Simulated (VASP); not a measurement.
# CuCl (Nantokite) (F-43m) in VASP: settings compared, part 2 of 2

VASP 6.6.1. Earlier steps stand in the parts before.

**3. Relaxation of cell and atoms, PBE+D3(BJ)**

File INCAR:

```
SYSTEM = CuCl
PREC     = Accurate       ! precision mode
ENCUT    = 600            ! plane-wave cutoff, eV
EDIFF    = 1E-6           ! SCF threshold, eV
ISMEAR   = 0              ! smearing method
SIGMA    = 0.03           ! smearing width, eV
LREAL    = .False.        ! projectors in reciprocal space
LASPH    = .True.         ! aspherical terms in the spheres
NELM     = 80             ! most SCF steps
ALGO     = Normal         ! electronic algorithm
ISIF     = 3              ! what is computed and relaxed
LWAVE    = .False.        ! write WAVECAR
LCHARG   = .False.        ! write CHGCAR
GGA      = PE             ! functional
IVDW     = 12             ! dispersion correction
IBRION   = 2              ! ionic algorithm
NSW      = 90             ! ionic steps
EDIFFG   = -0.01          ! ionic threshold
```

File KPOINTS:

```
Automatic mesh
0
Gamma
  10 10 10
  0 0 0
```

File POSCAR:

```
CuCl
1.0
    0.0000000000      2.7028500000      2.7028500000
    2.7028500000      0.0000000000      2.7028500000
    2.7028500000      2.7028500000      0.0000000000
Cu Cl
1 1
Direct
    0.0000000000      0.0000000000      0.0000000000
    0.2500000000      0.2500000000      0.2500000000
```

Potentials or basis: VASP PAW PBE potentials, release 64 (Cu, Cl).

Run with:

```
$ cat potpaw_PBE.64/Cu/POTCAR potpaw_PBE.64/Cl/POTCAR > POTCAR
$ mpirun -np 1 vasp_std > vasp.out
```

OUTCAR:

```text
SYSTEM = CuCl
   PREC = Accurate
   ENCUT = 600
   EDIFF = 1E-6
   ISMEAR = 0
   LREAL = .False.
   LASPH = .True.
   NELM = 80
   ISIF = 3
   GGA = PE
   IVDW = 12
   IBRION = 2
   NSW = 90
   EDIFFG = -0.01
 IVDW          = 12

 ion  position               nearest neighbor table
   1  0.000  0.000  0.000-   2 2.34   2 2.34   2 2.34   2 2.34
   2  0.250  0.250  0.250-   1 2.34   1 2.34   1 2.34   1 2.34

  LATTYP: Found a face centered cubic cell.
 ALAT       =     5.4057000000

  Lattice vectors:

 A1 = (   0.0000000000,   2.7028500000,   2.7028500000)
 A2 = (   2.7028500000,   0.0000000000,   2.7028500000)
 A3 = (   2.7028500000,   2.7028500000,   0.0000000000)

Analysis of symmetry for initial positions (statically):
=====================================================================
 Subroutine PRICEL returns:
 Original cell was already a primitive cell.

 Routine SETGRP: Setting up the symmetry group for a
 face centered cubic supercell.

 Subroutine GETGRP returns: Found 24 space group operations
 (whereof 24 operations were pure point group operations)
 out of a pool of 48 trial point group operations.

The static configuration has the point symmetry T_d .

Analysis of symmetry for dynamics (positions and initial velocities):
=====================================================================
 Subroutine PRICEL returns:
[... 157 lines left out ...]
  free energy    TOTEN  =        -6.34207518 eV

  energy without entropy =       -6.34207518  energy(sigma->0) =       -6.34207518

------------------------ aborting loop because EDIFF is reached ----------------------------------------

 Edisp (eV)   -0.56159

 E8    (eV) :    -0.2187
[... 111 lines left out ...]
--------------------------------------- Ionic step        4  -------------------------------------------

 number of electron      17.9999995 magnetization

 Free energy of the ion-electron system (eV)
  ---------------------------------------------------
  ext. energy  EPLUGINS =         0.00000000
  ---------------------------------------------------
  free energy    TOTEN  =        -6.32753228 eV

  energy without entropy =       -6.32753228  energy(sigma->0) =       -6.32753228

 E-fermi :   4.4459     XC(G=0):  -9.6105

 val. band max:        4.2881536732   @ k =   0.0000   0.0000   0.0000
 cond. band min:       4.9102845241   @ k =   0.0000   0.0000   0.0000
 fundamental gap:      0.6221308509
 Fermi energy:         4.4458703068

 k-point     1 :       0.0000    0.0000    0.0000
  band No.  band energies     occupation
      1     -12.9600      2.00000
      2      -0.8286      2.00000
      3      -0.8286      2.00000
      4      -0.8286      2.00000
      5       2.6743      2.00000
      6       2.6743      2.00000
      7       4.2882      2.00000
      8       4.2882      2.00000
      9       4.2882      2.00000
     10       4.9103      0.00000
     11      11.0336      0.00000
     12      11.0336      0.00000
     13      11.0336      0.00000
[... 354 lines left out ...]
  band No.  band energies     occupation
      1     -12.4418      2.00000
      2      -2.2574      2.00000
      3      -0.9995      2.00000
      4      -0.9131      2.00000
      5       2.4594      2.00000
      6       2.8267      2.00000
      7       3.0698      2.00000
      8       3.3238      2.00000
      9       3.4071      2.00000
     10       7.9383      0.00000
     11       9.0466      0.00000
     12      12.1905      0.00000
     13      13.6387      0.00000

 [... further k-points ...]

------------------------ aborting loop because EDIFF is reached ----------------------------------------

 Edisp (eV)   -0.58448

 E8    (eV) :    -0.2279
[... 25 lines left out ...]
  FREE ENERGIE OF THE ION-ELECTRON SYSTEM (eV)
  ---------------------------------------------------
  free  energy   TOTEN  =        -6.9120091552 eV

  energy  without entropy=       -6.9120091552  energy(sigma->0) =       -6.91200916

 reached required accuracy - stopping structural energy minimisation
```

OSZICAR:

```text
N       E                     dE             d eps       ncg     rms          rms(c)
DAV:   1     0.128808381141E+03    0.12881E+03   -0.94199E+03  1235   0.188E+03
DAV:   2     0.685627416373E+01   -0.12195E+03   -0.11376E+03  1257   0.318E+02
DAV:   3    -0.612822237100E+01   -0.12984E+02   -0.12758E+02  1634   0.113E+02
DAV:   4    -0.653396926898E+01   -0.40575E+00   -0.40516E+00  1340   0.190E+01
[... 33 lines left out ...]
DAV:   3    -0.632760956919E+01    0.66688E-03   -0.36023E-03  1222   0.197E+00    0.671E-02
DAV:   4    -0.632754831148E+01    0.61258E-04   -0.23232E-04  1717   0.175E-01    0.346E-02
DAV:   5    -0.632753893993E+01    0.93716E-05   -0.60581E-05  1945   0.221E-01    0.145E-02
DAV:   6    -0.632753206420E+01    0.68757E-05   -0.18599E-05  1843   0.101E-01    0.340E-03
DAV:   7    -0.632753227575E+01   -0.21155E-06   -0.11675E-06   882   0.104E-02
   4 F= -.69120092E+01 E0= -.69120092E+01  d E =-.834822E-02
```

CONTCAR:

```text
CuCl
   1.00000000000000
    -0.0000000000000000    2.6702848028751953    2.6702848028751953
     2.6702848028751953    0.0000000000000000    2.6702848028751953
     2.6702848028751953    2.6702848028751953    0.0000000000000000
  Cu              Cl
     1     1
Direct
     0.0000000000000000    0.0000000000000000    0.0000000000000000
     0.2500000000000000    0.2500000000000000    0.2500000000000000

  0.00000000E+00  0.00000000E+00  0.00000000E+00
  0.00000000E+00  0.00000000E+00  0.00000000E+00
```

Wall time 74 s (1 thread of Intel Xeon Platinum 8259CL at 2.50GHz (Skylake/Cascade Lake), shared host); peak memory 0.2 GiB.

What came out:

```
Free energy                            : -6.9120 eV
Relaxed volume                         : 19.04 Å³/atom
Relaxed cell                           : a = 3.776 Å, b = 3.776 Å, c = 3.776 Å, α = 60.00°, β = 60.00°, γ = 60.00°
Space group after relaxing (to 0.05 Å) : F-43m (No. 216)
Energy gained by relaxing              : 4.2 meV/atom
Ionic steps                            : 4
Pressure after relaxing                : 0.0 GPa
Band gap on the k mesh                 : 0.62 eV, direct
Dispersion energy per atom             : -0.292 eV
```

The path:
```
step  energy change (eV)  largest force (eV/Å)  pressure (GPa)  volume (Å³)
   1              0.0000                0.0000           -1.83        39.49
   2             -0.0083                0.0000           -0.29        38.22
   3             -0.0083                0.0000            0.26        37.96
   4             -0.0083                0.0000            0.02        38.08
```

Final structure:
```cif
data_structure
_symmetry_space_group_name_H-M 'P 1'
_symmetry_Int_Tables_number 1
_cell_length_a 3.7764
_cell_length_b 3.7764
_cell_length_c 3.7764
_cell_angle_alpha 60.000
_cell_angle_beta 60.000
_cell_angle_gamma 60.000
_cell_volume 38.08
loop_
_atom_site_label
_atom_site_type_symbol
_atom_site_fract_x
_atom_site_fract_y
_atom_site_fract_z
_atom_site_occupancy
Cu1 Cu 0.00000 0.00000 0.00000 1
Cl1 Cl 0.25000 0.25000 0.25000 1
```

Levels at points of the mesh, in eV from the valence-band top:
```csv
k point,band 7,band 8,band 9,band 10,band 11,band 12
"(0.00, 0.00, 0.00)",0.00,0.00,0.00,0.62,6.75,6.75
"(0.50, 0.00, 0.00)",-1.48,-0.61,-0.61,2.97,6.97,7.19
"(0.50, 0.50, 0.00)",-1.41,-1.20,-1.20,3.41,4.55,8.98
```

A k mesh can miss the band edges.

**4. How close it comes**

Step 2. A measured gap of CuCl is 3.399 eV (direct; 4.2 K; a printed reference work, data compilation); the calculated 0.55 eV misses it by -2.85 eV. So large a miss can be the level of theory's own, or it may mean another phase, state or a wrong row. The value is that of PBE, without temperature or zero-point motion. Semilocal functionals fall short of measured gaps as a rule.
